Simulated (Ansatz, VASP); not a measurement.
## InSb: VASP beside Ansatz

File INCAR:

```
SYSTEM = InSb
PREC     = Accurate       ! precision mode
ENCUT    = 520            ! plane-wave cutoff, eV
EDIFF    = 1E-6           ! SCF threshold, eV
ISMEAR   = 0              ! smearing method
SIGMA    = 0.15           ! smearing width, eV
LREAL    = .False.        ! projectors in reciprocal space
LASPH    = .True.         ! aspherical terms in the spheres
NELM     = 80             ! most SCF steps
ALGO     = Normal         ! electronic algorithm
ISIF     = 2              ! what is computed and relaxed
LWAVE    = .False.        ! write WAVECAR
LCHARG   = .True.         ! write CHGCAR
GGA      = PE             ! functional
LELF     = .True.         ! ELF
LVHAR    = .True.       
NBANDS   = 16             ! bands
```

The input KPOINTS:

```
Automatic mesh
0
Gamma
  16 16 16
  0 0 0
```

Contents of POSCAR:

```
InSb
1.0
    0.0000000000      3.0520309919      3.4501219908
    3.0520309919      0.0000000000      3.4501219908
    3.0520309919      3.0520309919      0.0000000000
In Sb
1 1
Direct
    0.0000000000      0.0000000000      0.0000000000
    0.7500000000      0.7500000000      0.7500000000
```

Input for Ansatz:

```yaml
crystal:
  lattice:
    - [0.0, 3.0520309919, 3.4501219908]
    - [3.0520309919, 0.0, 3.4501219908]
    - [3.0520309919, 3.0520309919, 0.0]
  atoms:
    - { symbol: In, position: [0.0, 0.0, 0.0] }
    - { symbol: Sb, position: [0.75, 0.75, 0.75] }
basis:
  ecutwfc: 420
kpoints:
  mp_grid: { grid: [16, 16, 16] }
hamiltonian:
  xc: pbe
scf:
  occupations: { method: gaussian, width: 0.15 }
output:
  forces: true
  stress: true
  eigenvalues: true
```

Change from the starting cell: strain -0.080 along x and y, +0.040 along z, atoms carried along.

Alike in both runs: task single point; functional PBE; k mesh 16 × 16 × 16; occupations gaussian, width 0.15 eV; no spin polarisation.

```csv
,VASP,Ansatz
version,VASP 6.6.1,Ansatz 0.2.0
potentials or method,"VASP PAW PBE potentials, release 64 (In_d, Sb)","scalar-relativistic, plane waves, PAW"
plane-wave cutoff (eV),520,420
valence electrons in the cell,18,28
```

|  | VASP | Ansatz | Ansatz less VASP |
| --- | --- | --- | --- |
| gap on the k mesh at the Fermi level (eV) | none | none | - |
| pressure (GPa) | 6.1 | 6.1 | +0.03 |
| largest component of the traceless stress (GPa) | 2.61 | 2.60 | -0.005 |

A gap of «none» marks a metal or a gap that the smearing closes. The two sets of potentials don't hold the same shells in valence.

The runs have no spin-orbit coupling, so splittings on Sb are missing.
